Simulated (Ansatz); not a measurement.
A run of Ansatz 0.2.0:

File input.yaml:

```yaml
crystal:
  lattice:
    - [3.1835163552, 0.0, 0.0]
    - [-1.5917581776, 2.7570060369, 0.0]
    - [0.0, 0.0, 16.95057789]
  atoms:
    - { symbol: W, position: [0.0, 0.0, 0.0] }
    - { symbol: S, position: [0.3333333333, 0.6666666667, 0.09200051] }
    - { symbol: S, position: [0.3333333333, 0.6666666667, 0.90799949] }
hamiltonian:
  xc: pbesol
  pseudopotentials: { kind: paw }
kpoints:
  mp_grid: { grid: [7, 7, 2] }
scf:
  occupations: { method: fixed }
phonons:
  method: dfpt
  dielectric: true
  rigid_motions: translations
```

Potentials or basis: Ansatz PAW.

Run with:

```bash
$ ansatz run input.yaml --threads 2 --pin off --max-ram 5632MiB --backend cpu --events-out ev --progress --plain --runs-dir out
```

Hardware: 2 threads of Intel(R) Xeon(R) Processor @ 2.50GHz (Skylake/Cascade Lake) (shared host).

How long does it take, and how much memory?

Wall time 2 min on 2 threads of Intel(R) Xeon(R) Processor @ 2.50GHz (Skylake/Cascade Lake), on a shared host, peak memory 0.77 GiB. Counts: scf iterations 13, plane waves 2937, k points 32, bands 17.
